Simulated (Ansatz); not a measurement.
## How methods differ on CHF3 (trifluoromethane)

CHF3: 5 atoms, total charge 0, spin state singlet. SMILES: `FC(F)F`. The shape was relaxed beforehand at r2SCAN/def2-SVP.

Quantity: the adiabatic ionisation energy (to the doublet cation, shapes relaxed at r2SCAN/def2-SVP, no zero-point term), in eV. The values are calculated.

| level | kind | program | value (eV) |
| --- | --- | --- | --- |
| HF/def2-TZVPP | Hartree–Fock | Ansatz | 13.33 |
| PBE/def2-TZVPP | GGA | Ansatz | 13.06 |
| r2SCAN/def2-TZVPP | meta-GGA | Ansatz | 13.23 |
| B3LYP/def2-TZVPP | global hybrid | Ansatz | 13.59 |
| PBE0-D4/def2-TZVPP | global hybrid | Ansatz | 13.45 |
| wB97M-V/def2-TZVPP | range-separated hybrid | Ansatz | 13.63 |
| MP2/def2-TZVPP | perturbation theory | Ansatz | 13.80 |

The values span 13.06 to 13.80 eV.
